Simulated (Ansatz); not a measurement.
**ZrB2: squeezing one contact**

How do energy and force answer when the B2–B3 bond of ZrB2 is squeezed or stretched? The runs shown use LAPW and crystal datasets. Companion runs by PAW are cited. Its runs: the reference run (LAPW); shortest bond scaled by 1 (crystal datasets); shortest bond scaled by 0.82 (LAPW); shortest bond scaled by 0.76 (LAPW); shortest bond scaled by 0.64 (LAPW); shortest bond scaled by 0.58 (LAPW and crystal datasets).

Computed with Ansatz 0.2.0 (DFT PBE, with the methods named in each step, unless a step's input says otherwise).

2 further runs of the same task are left out: 1 that didn't finish, 1 set aside as unsound or not needed.

### 1 The starting structure

Symmetry: P6/mmm, No. 191, hexagonal system. Conventional cell: a = 3.168 Å, b = 3.168 Å, c = 3.552 Å, α = 90.00°, β = 90.00°, γ = 120.00°. Around Zr (site symmetry 6/mmm) lie 12 B at 2.55 Å. Around B (site symmetry -6m2) lie 3 B at 1.83 Å and 6 Zr at 2.55 Å.

Coordinates:

```xyz
3
Lattice="3.1675 0.0000 0.0000 -1.5838 2.7432 0.0000 0.0000 0.0000 3.5524" Properties=species:S:1:pos:R:3 pbc="T T T"
Zr    0.0000    0.0000    0.0000
B     0.0000    1.8288    1.7762
B     1.5838    0.9144    1.7762
```

Atoms are numbered in the order of the input: Zr1, B2, B3.

### 2 The bond as given, LAPW

Input file input.yaml:

```yaml
crystal:
  lattice:
    - [3.1675246616, 0.0, 0.0]
    - [-1.5837623308, 2.743156824, 0.0]
    - [0.0, 0.0, 3.55238806]
  atoms:
    - { symbol: Zr, position: [0.0, 0.0, 0.0] }
    - { symbol: B, position: [0.3333333333, 0.6666666667, 0.5] }
    - { symbol: B, position: [0.6666666667, 0.3333333333, 0.5] }
kpoints:
  mp_grid: { grid: [11, 11, 9] }
scf:
  occupations: { method: fermi_dirac, width: 0.05 }
hamiltonian:
  xc: pbe
  pseudopotentials: { kind: all_electron, lapw: { basis_error: 0.001 } }
output:
  forces: true
  stress: true
  eigenvalues: true
  populations: true
```

On the command line:

```bash
$ ansatz run input.yaml --threads 1 --pin off --max-ram 3072MiB --backend cpu --events-out ev --progress --plain --runs-dir out
```

Log, cut to the lines that bear on the results:

```text
Zr: projections on atomic orbitals take those of the free atom 1s2 2s2 2p6 3s2 3p6 3d10 4s2 4p6 4d2 5s2, of charge +0.00 (hamiltonian.pseudopotentials.projection_atoms)
B: projections on atomic orbitals take those of the free atom 1s2 2s2 2p1, of charge +0.00 (hamiltonian.pseudopotentials.projection_atoms)
LAPW: plane waves up to 8.595 Å⁻¹, error target 1.0e-3 eV per atom; small_component_spin mean_spin; B in spheres of 0.914 Å, 5 of its electrons in bands, Dirac shells []; Zr in spheres of 1.249 Å, 30 of its electrons in bands, Dirac shells []
[...]
Pseudopotentials: kind: all_electron
Pseudopotential: Zr, LAPW, valence charge 30, Koelling and Harmon's equation, gaussian nucleus
Pseudopotential: B, LAPW, valence charge 5, Koelling and Harmon's equation, gaussian nucleus
Functional definition: PBE
[...]
Crystal: 3 atoms, lattice volume = 30.867 Å³
Basis set: ecut = 281.47569884616394 eV, 339 PW (Γ), exchange–correlation at level 2
Bands: 24, of which v1, the nominal top of the filled ones, is band 20 counted from 1 (19 counted from 0)
Symmetry: 24 space group operations
Space group: P6/mmm (ITA 191), of the structure as read, at distance tolerance 3.1e-5 Å
k-points: 80 of 1089
[...]
SCF iter   1: F=—  HF=-99283.676934 eV  |F-HF|=—  |Δ(HF+E_count)|=         —  Δρ=7.16e-2  dr2=3.16e0  ethr=7.90e-3  ⟨swp⟩=2.0  Hψ=12590  notcnv=0
[...]
the basis was enlarged: its passes take 61.2 KiB over the memory plan, 1 of 1 planned eigensolver slots
[...]
SCF iter   7: F=-99282.551918 eV  HF=-99282.551918 eV  |F-HF|=4.76e-8  |Δ(HF+E_count)|=   4.13e-6  Δρ=1.02e-5  dr2=3.52e-8  ethr=1.12e-8  ⟨swp⟩=3.0  Hψ=5756  notcnv=0
[...]
SCF converged after 7 iterations
Free energy (F): -99282.551918 eV
[...]
E sigma→0 (E₀):  -99282.551178 eV
Entropy (-TS):   -0.001480 eV (-0.493 meV/atom)
Fermi energy:    17.136175 eV
[...]
--- Forces (eV/Å), atoms counted from 1 ---
  atom   1  Zr     0.00000000     0.00000000     0.00000000
  atom   2  B      0.00000000     0.00000000     0.00000000
  atom   3  B     -0.00000000     0.00000000     0.00000000
[...]
--- Stress (GPa, compression-positive) ---
        0.349704       0.000000       0.000000
        0.000000       0.349704       0.000000
        0.000000       0.000000      -0.894252
  P = ⅓ Tr σ = -0.0649 GPa (-0.649 kbar)
--- Band table (eV; the first three rows and the last of 80) ---
  k-point 0: bands = ["-381.2196", "-294.1125", "-294.0948", "-294.0948", "-156.1621", "-156.1526", "-151.2663", "-151.2632", "-151.2632", "-151.2491", "-151.2491", "-31.4449", "-9.6359", "-9.0748", "-9.0748", "4.4886", "14.6146", "14.6274", "14.6274", "14.8101", "20.5902", "20.5902", [...]
--- Löwdin populations: 3 sites ---
  site symbol       q [e]
     0     Zr     39.2506
     1      B      5.3610
     2      B      5.3610
  spilling = 0.000548 (of n_electrons = 50.000000)
```

Wall time 12 s (1 thread of Intel Xeon Platinum 8488C (Sapphire Rapids), shared host); peak memory 0.39 GiB.

In short: pressure -0.06 GPa; no gap.

### 3 Shortest bond scaled by 1, crystal datasets

input.yaml: that of step 2 with these lines changed.

```diff
@@ -15,3 +15,3 @@
   xc: pbe
-  pseudopotentials: { kind: all_electron, lapw: { basis_error: 0.001 } }
+  pseudopotentials: { kind: all_electron, datasets: crystal }
 output:
@@ -20,2 +20,2 @@
   eigenvalues: true
-  populations: true
+  efg: { contact_densities: true }
```

On the command line:

```bash
$ ansatz run input.yaml --threads 1 --pin off --max-ram 3072MiB --backend cpu --events-out ev --progress --plain --runs-dir out
```

Log, cut to the lines that bear on the results:

```text
[...]
Zr: output.efg is read without spin–orbit coupling, which moves field gradients at and beside such atoms by some per cent and up to a factor of two; PAW files take it under magnetization.noncollinear and magnetization.spin_orbit
[...]
Pseudopotentials: kind: all_electron
Pseudopotential: Zr, paw, valence charge 12, recommended cutoff 300 eV (normal), Koelling and Harmon's equation, gaussian nucleus
Pseudopotential: B, paw, valence charge 3, recommended cutoff 300 eV (normal), Koelling and Harmon's equation, gaussian nucleus
Functional definition: PBE
[...]
Crystal: 3 atoms, lattice volume = 30.867 Å³
Basis set: ecut = 300 eV, 365 PW (Γ), exchange–correlation on 36×36×48 points (8 copies of the dense FFT grid, shifted against one another)
Bands: 13, of which v1, the nominal top of the filled ones, is band 9 counted from 1 (8 counted from 0)
Symmetry: 24 space group operations
[...]
  atom   3  B      0.00000000    -0.00000000     0.00000000
[...]
--- Stress (GPa, compression-positive) ---
        0.348890       0.000000       0.000000
        0.000000       0.348890       0.000000
        0.000000       0.000000      -0.890983
  P = ⅓ Tr σ = -0.0644 GPa (-0.644 kbar)
--- PAW observables at the nuclei: V_zz in 10²¹ V/m², potentials from the cell's mean, atoms counted from 1 ---
  atom   1  Zr V_zz =    +4.545109   η = 0.0000   by run symmetry: allowed
            electrostatic potential = -5930.009165 V   contact ρ = 490582.178097 e/Å³
  atom   2  B  V_zz =    +0.122422   η = 0.0000   by run symmetry: allowed
            electrostatic potential = -332.725787 V   contact ρ = 486.125997 e/Å³
  atom   3  B  V_zz =    +0.122422   η = 0.0000   by run symmetry: allowed
            electrostatic potential = -332.725787 V   contact ρ = 486.125997 e/Å³
--- Band table (eV; the first three rows and the last of 80) ---
  k-point 0: bands = ["-31.4447", "-9.6356", "-9.0747", "-9.0747", "4.4887", "14.6147", "14.6273", "14.6273", "14.8101", "20.5902", "20.5902"]
[...]
```

Run time: 6.8 s. Hardware: 1 thread of Intel Xeon Platinum 8488C (Sapphire Rapids), shared host; peak memory 0.47 GiB.

Result: pressure -0.06 GPa; no gap; Vzz Zr1 4.55 (η = 0.00), B2 0.12 (η = 0.00) (10²¹ V/m²).

### 4 Shortest bond scaled by 0.82, LAPW

Input file input.yaml:

```yaml
crystal:
  lattice:
    - [3.1675246616, 0.0, 0.0]
    - [-1.5837623308, 2.743156824, 0.0]
    - [0.0, 0.0, 3.55238806]
  atoms:
    - { symbol: Zr, position: [0.0, 0.0, 0.0] }
    - { symbol: B, position: [0.2733333333, 0.6366666667, 0.5] }
    - { symbol: B, position: [0.7266666667, 0.3633333333, 0.5] }
kpoints:
  mp_grid: { grid: [11, 11, 9] }
scf:
  occupations: { method: fermi_dirac, width: 0.05 }
hamiltonian:
  xc: pbe
  pseudopotentials: { kind: all_electron, lapw: { basis_error: 0.001 } }
output:
  forces: true
  stress: true
  eigenvalues: true
  populations: true
```

On the command line:

```bash
$ ansatz run input.yaml --threads 1 --pin off --max-ram 3072MiB --backend cpu --events-out ev --progress --plain --runs-dir out
```

Log, cut to the lines that bear on the results:

```text
Zr: projections on atomic orbitals take those of the free atom 1s2 2s2 2p6 3s2 3p6 3d10 4s2 4p6 4d2 5s2, of charge +0.00 (hamiltonian.pseudopotentials.projection_atoms)
B: projections on atomic orbitals take those of the free atom 1s2 2s2 2p1, of charge +0.00 (hamiltonian.pseudopotentials.projection_atoms)
LAPW: plane waves up to 10.501 Å⁻¹, error target 1.0e-3 eV per atom; small_component_spin mean_spin; B in spheres of 0.750 Å, 5 of its electrons in bands, Dirac shells []; Zr in spheres of 1.018 Å, 30 of its electrons in bands, Dirac shells []
[...]
Pseudopotentials: kind: all_electron
Pseudopotential: Zr, LAPW, valence charge 30, Koelling and Harmon's equation, gaussian nucleus
Pseudopotential: B, LAPW, valence charge 5, Koelling and Harmon's equation, gaussian nucleus
Functional definition: PBE
[...]
Crystal: 3 atoms, lattice volume = 30.867 Å³
[...]
SCF converged after 8 iterations
Free energy (F): -99281.680016 eV
[...]
E sigma→0 (E₀):  -99281.679277 eV
Entropy (-TS):   -0.001477 eV (-0.492 meV/atom)
Fermi energy:    16.980498 eV
[...]
--- Forces (eV/Å), atoms counted from 1 ---
  atom   1  Zr     0.00000000     0.00000000     0.00000000
  atom   2  B      5.49364199     3.17175568     0.00000000
  atom   3  B     -5.49364199    -3.17175568     0.00000000
[...]
--- Stress (GPa, compression-positive) ---
       19.979601       6.829084       0.000000
        6.829084      12.094054       0.000000
        0.000000       0.000000      -1.290377
  P = ⅓ Tr σ = 10.2611 GPa (102.611 kbar)
--- Band table (eV; the first three rows and the last of 180) ---
[... band rows left out ...]
[...]
--- Löwdin populations: 3 sites ---
  site symbol       q [e]
     0     Zr     39.2528
     1      B      5.3578
     2      B      5.3578
  spilling = 0.000630 (of n_electrons = 50.000000)
```

It took 32 s on 1 thread of Intel Xeon Platinum 8488C (Sapphire Rapids), shared host; peak memory 0.67 GiB.

In short: pressure 10.26 GPa; no gap; largest force 6.344 eV/Å.

### 5 Shortest bond scaled by 0.76, LAPW

input.yaml: that of step 4 with these lines changed.

```diff
@@ -7,4 +7,4 @@
     - { symbol: Zr, position: [0.0, 0.0, 0.0] }
-    - { symbol: B, position: [0.2733333333, 0.6366666667, 0.5] }
-    - { symbol: B, position: [0.7266666667, 0.3633333333, 0.5] }
+    - { symbol: B, position: [0.2533333333, 0.6266666667, 0.5] }
+    - { symbol: B, position: [0.7466666667, 0.3733333333, 0.5] }
 kpoints:
```

On the command line:

```bash
$ ansatz run input.yaml --threads 1 --pin off --max-ram 3072MiB --backend cpu --events-out ev --progress --plain --runs-dir out
```

Log, cut to the lines that bear on the results:

```text
Zr: projections on atomic orbitals take those of the free atom 1s2 2s2 2p6 3s2 3p6 3d10 4s2 4p6 4d2 5s2, of charge +0.00 (hamiltonian.pseudopotentials.projection_atoms)
B: projections on atomic orbitals take those of the free atom 1s2 2s2 2p1, of charge +0.00 (hamiltonian.pseudopotentials.projection_atoms)
LAPW: plane waves up to 11.477 Å⁻¹, error target 1.0e-3 eV per atom; small_component_spin mean_spin; B in spheres of 0.695 Å, 5 of its electrons in bands, Dirac shells []; Zr in spheres of 0.950 Å, 30 of its electrons in bands, Dirac shells []
[...]
Pseudopotentials: kind: all_electron
Pseudopotential: Zr, LAPW, valence charge 30, Koelling and Harmon's equation, gaussian nucleus
Pseudopotential: B, LAPW, valence charge 5, Koelling and Harmon's equation, gaussian nucleus
Functional definition: PBE
[...]
Crystal: 3 atoms, lattice volume = 30.867 Å³
[...]
SCF converged after 8 iterations
Free energy (F): -99280.757829 eV
[...]
E sigma→0 (E₀):  -99280.757189 eV
Entropy (-TS):   -0.001280 eV (-0.427 meV/atom)
Fermi energy:    16.937222 eV
[...]
--- Forces (eV/Å), atoms counted from 1 ---
  atom   1  Zr     0.00000000     0.00000000     0.00000000
  atom   2  B      9.33965016     5.39224953     0.00000000
  atom   3  B     -9.33965016    -5.39224953     0.00000000
[...]
--- Stress (GPa, compression-positive) ---
       40.664888      16.769240       0.000000
       16.769240      21.301437       0.000000
        0.000000       0.000000      -1.647921
  P = ⅓ Tr σ = 20.1061 GPa (201.061 kbar)
--- Band table (eV; the first three rows and the last of 180) ---
[... band rows left out ...]
[...]
--- Löwdin populations: 3 sites ---
  site symbol       q [e]
     0     Zr     39.2458
     1      B      5.3596
     2      B      5.3596
  spilling = 0.000701 (of n_electrons = 50.000000)
```

It took 48 s on 1 thread of Intel Xeon Platinum 8488C (Sapphire Rapids), shared host; peak memory 0.76 GiB.

Read from it: pressure 20.11 GPa; no gap; largest force 10.784 eV/Å.

[end of part 1 of 2]
